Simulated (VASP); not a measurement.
Here is a VASP 6.6.1 calculation.

File INCAR:

```
SYSTEM = Se
PREC = Accurate
ENCUT = 600
EDIFF = 1E-6
ISMEAR = 1
SIGMA = 0.1
LREAL = .FALSE.
LASPH = .TRUE.
NELM = 80
ALGO = Normal
ISIF = 3
LWAVE = .FALSE.
LCHARG = .FALSE.
GGA = PS
IBRION = 2
NSW = 90
EDIFFG = -0.01
PSTRESS = 940.0
```

The input KPOINTS:

```
Automatic mesh
0
G
  17 17 17
  0 0 0
```

Contents of POSCAR:

```
Se
1.0
    1.9250000000      1.1113992682      0.8816666667
   -1.9250000000      1.1113992682      0.8816666667
    0.0000000000     -2.2227985364      0.8816666667
Se
1
Direct
    0.0000000000      0.0000000000      0.0000000000
```

Potentials or basis: VASP PAW PBE potentials, release 64 (Se).

Run with:

```bash
$ cat potpaw_PBE.64/Se/POTCAR > POTCAR
$ mpirun -np 1 vasp_std > vasp.out
```

Task: What does it give for the relaxed cell?

Result: a = 2.449 Å, b = 2.449 Å, c = 2.449 Å, α = 105.15°, β = 105.15°, γ = 105.15°.

Task: Estimate the relaxed volume.

Result: 12.80 Å³/atom.

Task: Predict the band gap on the k mesh.

Result: None (metal or under the smearing width).

Final structure:
```yaml
crystal:
  lattice:
    - [1.94487, 1.12287, 0.97704]
    - [-1.94487, 1.12287, 0.97704]
    - [0.00000, -2.24574, 0.97704]
  atoms:
    - { symbol: Se, position: [0.00000, 0.00000, 0.00000] }
```

Caveat: the cell is relaxed towards a set pressure, so the enthalpy falls and the energy may rise; the PAW data sets were made with another functional, which shifts forces and pressure a little. Zero-point motion and thermal expansion aren't in these numbers.
